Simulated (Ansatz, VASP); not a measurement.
C in VASP and in Ansatz

```
C
1.0
     0.00000    1.78574    1.78574
     1.78574    0.00000    1.78574
     1.78574    1.78574    0.00000
C
2
Cartesian
  0.0000 0.0000 0.0000
  0.8929 0.8929 0.8929
```

Alike in both runs: functional PBE; k mesh 12 × 12 × 12; occupations gaussian, width 0.02 eV; no spin polarisation.

Ansatz relaxed the structure, and its values are those at the end. VASP's run is a single point on that final structure, the one shown.

```csv
,VASP,Ansatz
version,VASP 6.6.1,Ansatz 0.2.0
potentials or method,"VASP PAW PBE potentials, release 64 (C)","scalar-relativistic, plane waves, PAW"
plane-wave cutoff (eV),520,420
valence electrons in the cell,8,8
```

Ansatz gave:

* gap on the k mesh at the Fermi level (eV): 4.15
* least direct gap on the mesh (eV): 5.58
* pressure (GPa): 0.0

Task: What did VASP give for the same quantities?

Result: gap on the k mesh at the Fermi level (eV): 4.14; least direct gap on the mesh (eV): 5.58; pressure (GPa): 0.7.
